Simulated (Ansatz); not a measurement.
# BaTiO3 (Pm-3m): bands and screening cutoff converge together, part 2 of 2

Can the band sum of G0W0 be converged at a fixed screening cutoff? A test on BaTiO3 (Pm-3m).

Ansatz 0.2.0; G0W0 on PBE, plane waves, PAW; PAW set soft_1. Known limits of the many-body steps: not at the basis limit; no spin-orbit coupling; coarse k mesh.

So far. Step 7 (268 empty bands, screening to 150 eV): The G0W0 gap on the mesh is 3.155 eV.

### Step 8. 476 empty bands, screening to 220 eV

Contents of input.yaml:

```yaml
crystal:
  lattice:
    - [4.006, 0.0, 0.0]
    - [0.0, 4.006, 0.0]
    - [0.0, 0.0, 4.006]
  atoms:
    - { symbol: Ba, position: [0.5, 0.5, 0.5] }
    - { symbol: Ti, position: [0.0, 0.0, 0.0] }
    - { symbol: O, position: [0.5, 0.0, 0.0] }
    - { symbol: O, position: [0.0, 0.5, 0.0] }
    - { symbol: O, position: [0.0, 0.0, 0.5] }
kpoints:
  mp_grid: { grid: [4, 4, 4] }
hamiltonian:
  xc: pbe
  pseudopotentials: { kind: paw, azcp: { folder: soft_1 } }
scf:
  occupations: { method: fixed }
gw:
  n_empty_bands: 476
  ecut_chi: 220
  qp_bands: [v2, c2]
  qp_kpoints: band_edges
  screening: { model: contour_deformation }
```

Started as:

```bash
> ansatz run input.yaml --threads 2 --pin off --max-ram 73728MiB --backend cuda --events-out ev --progress --plain --runs-dir out --devices 1 --max-vram 13GiB
```

Numbers of over 12 decimals in the logs are rounded to 6 here.

The log of the run:

```text
GPUs: using 1 of 1 available (devices: 1).
[...]
GPU FFT provider: cuFFT
GPU libraries: cuBLAS 13.8.2, cuFFT 12.4.0, cuSOLVER 12.3.4
Crystal: 5 atoms, lattice volume = 64.288 Å³
Basis set: ecut = 420 eV, 1237 PW (Γ)
Bands: 25, of which v1, the nominal top of the filled ones, is band 20 counted from 1 (19 counted from 0)
Symmetry: 48 space group operations
[...]
k-points: 10 of 64
[...]
1    22     12.9724   -14.1585    -6.6877   -21.7815  0.6997    13.9332    13.9076  root
[...]
9    19     10.2372   -25.8486     4.6142   -20.7734  0.7021     9.7709     9.7763  root
     9    20     10.2372   -25.8486     4.6142   -20.7734  0.7021     9.7709     9.7763  root
     9    21     14.4133   -14.7030    -8.0377   -23.7019  0.6510    15.4154    15.3744  root
     9    22     14.4133   -14.7030    -8.0377   -23.7019  0.6510    15.4154    15.3744  root
[key lines of the parts left out:]
SCF converged after 8 iterations
Free energy (F): -10159.715939 eV
Fermi energy:    10.237247 eV
```

The job ended after 24 s (1 × NVIDIA H100 80GB HBM3 (shared by 6 runs) with 2 threads of AMD EPYC 7R13 (Zen 3), shared host; peak memory 1.5 GiB; 35 s of CPU time).

The G0W0 gap on the mesh is 3.194 eV.

### Step 9. 145 empty bands, screening to 300 eV

Edit input.yaml of step 8 so:

```diff
@@ -19,4 +19,4 @@
 gw:
-  n_empty_bands: 476
-  ecut_chi: 220
+  n_empty_bands: 145
+  ecut_chi: 300
   qp_bands: [v2, c2]
```

The log of the run:

```text
GPUs: using 1 of 1 available (devices: 1).
[...]
GPU FFT provider: cuFFT
GPU libraries: cuBLAS 13.8.2, cuFFT 12.4.0, cuSOLVER 12.3.4
Crystal: 5 atoms, lattice volume = 64.288 Å³
Basis set: ecut = 420 eV, 1237 PW (Γ)
Bands: 25, of which v1, the nominal top of the filled ones, is band 20 counted from 1 (19 counted from 0)
Symmetry: 48 space group operations
[...]
k-points: 10 of 64
[...]
1    22     12.9724   -14.1585    -6.3698   -21.7815  0.6983    14.2757    14.2254  root
[...]
9    19     10.2372   -25.8486     4.9523   -20.7734  0.7004    10.1140    10.1143  root
     9    20     10.2372   -25.8486     4.9523   -20.7734  0.7004    10.1140    10.1143  root
     9    21     14.4133   -14.7030    -7.7380   -23.7019  0.6487    15.7560    15.6742  root
     9    22     14.4133   -14.7030    -7.7380   -23.7019  0.6487    15.7560    15.6742  root
[key lines of the parts left out:]
SCF converged after 8 iterations
Free energy (F): -10159.715939 eV
Fermi energy:    10.237247 eV
```

Elapsed: 8.2 s, on 1 × NVIDIA H100 80GB HBM3 (shared by 6 runs) with 2 threads; peak memory 1.9 GiB.

The G0W0 gap on the mesh is 3.164 eV.

### Step 10. 758 empty bands, screening to 300 eV

Edit input.yaml of step 9 so:

```diff
@@ -19,3 +19,3 @@
 gw:
-  n_empty_bands: 145
+  n_empty_bands: 758
   ecut_chi: 300
```

The log of the run:

```text
GPUs: using 1 of 1 available (devices: 1).
[...]
GPU FFT provider: cuFFT
GPU libraries: cuBLAS 13.8.2, cuFFT 12.4.0, cuSOLVER 12.3.4
Crystal: 5 atoms, lattice volume = 64.288 Å³
Basis set: ecut = 420 eV, 1237 PW (Γ)
Bands: 25, of which v1, the nominal top of the filled ones, is band 20 counted from 1 (19 counted from 0)
Symmetry: 48 space group operations
[...]
k-points: 10 of 64
[...]
1    22     12.9724   -14.1585    -6.7585   -21.7815  0.6981    13.8588    13.8368  root
[...]
9    19     10.2372   -25.8486     4.5301   -20.7734  0.7003     9.6844     9.6921  root
     9    20     10.2372   -25.8486     4.5301   -20.7734  0.7003     9.6844     9.6921  root
     9    21     14.4133   -14.7030    -8.1142   -23.7019  0.6488    15.3323    15.2979  root
     9    22     14.4133   -14.7030    -8.1142   -23.7019  0.6488    15.3323    15.2979  root
[key lines of the parts left out:]
SCF converged after 8 iterations
Free energy (F): -10159.715939 eV
Fermi energy:    10.237247 eV
```

It took 23 s on 1 × NVIDIA H100 80GB HBM3 (shared by 6 runs) with 2 threads; peak memory 2.1 GiB.

The G0W0 gap on the mesh is 3.219 eV.

### Step 11. The grid

Start PBE, 4×4×4 mesh. Times are wall times on 1 × NVIDIA H100 80GB HBM3 (shared by 6 runs) with 2 threads of AMD EPYC 7R13 (Zen 3), shared host, good to a factor of about two.

| cutoff (eV) | plane waves at q = 0 | bands summed | gap (eV) | Σc valence (eV) | Σc conduction (eV) | time |
| --- | --- | --- | --- | --- | --- | --- |
| 50 | 57 | 71 | 3.380 | 5.18 | -5.96 | 6.7 s |
| 50 | 57 | 288 | 3.286 | 4.93 | -6.30 | 9.2 s |
| 100 | 147 | 165 | 3.153 | 4.95 | -6.42 | 11 s |
| 100 | 147 | 778 | 3.113 | 4.78 | -6.63 | 12 s |
| 150 | 257 | 71 | 3.217 | 5.33 | -5.98 | 6.7 s |
| 150 | 257 | 288 | 3.155 | 4.77 | -6.60 | 12 s |
| 220 | 461 | 496 | 3.194 | 4.61 | -6.71 | 24 s |
| 300 | 751 | 165 | 3.164 | 4.95 | -6.40 | 8.2 s |
| 300 | 751 | 778 | 3.219 | 4.53 | -6.77 | 23 s |

### Step 12. Summary of results

```yaml
71_bands_50_ev: 3.380 eV
288_bands_50_ev: 3.286 eV
165_bands_100_ev: 3.153 eV
778_bands_100_ev: 3.113 eV
71_bands_150_ev: 3.217 eV
288_bands_150_ev: 3.155 eV
496_bands_220_ev: 3.194 eV
165_bands_300_ev: 3.164 eV
778_bands_300_ev: 3.219 eV
estimated_limit_along_the_diagonal: 3.26 eV
mesh_and_start: 4×4×4, PBE
```

In words: At 50 eV, going from 71 to 288 bands moves the gap by −0.09 eV. At 100 eV, going from 165 to 778 bands moves the gap by −0.04 eV. At 150 eV, going from 71 to 288 bands moves the gap by −0.06 eV. At 300 eV, going from 165 to 778 bands moves the gap by +0.05 eV. At 71 bands, raising the cutoff from 50 to 150 eV moves it by −0.16 eV. At 288 bands, raising the cutoff from 50 to 150 eV moves it by −0.13 eV. At 165 bands, raising the cutoff from 100 to 300 eV moves it by +0.01 eV. At 778 bands, raising the cutoff from 100 to 300 eV moves it by +0.11 eV. Along the diagonal, where both rise together, the two highest rungs point to 3.26 eV. Gaps are over the mesh's points; an edge off the mesh would be missed. A low cutoff hides what high bands add, so a band series at one cutoff can look settled before the gap is. The 4×4×4 mesh is coarse for this cell (its supercell is 16 Å along the shortest edge). The RPA ε∞ on it, from the PBE start, is 6.99; such meshes misread the long-range screening, most where the gap is narrow. This is the ideal cubic cell; many perovskites, halides above all, are cubic only on average, and local tilts or off-centring can widen the gap. The many-body steps are scalar-relativistic: spin-orbit coupling is not in them.

[Paths, hosts, dates, memory and timing lines, banners, echoed tables and standing remarks are left out of the program output.]

[Logs are printed without paths, hosts, clocks, repeated set-up lines and the standing remarks that a program may print on its own settings, such as how far it seeks lower states.]

[Runs of the session that timed out or met a known fault of the program may be left out.]

[Cells called generated may have been cut or substituted from an entry of the Crystallography Open Database or the Materials Project.]

[Hosts, paths, dates, database ids (printed as entryN), source tags and the programs' standing remarks are cut or masked in the printed files.]
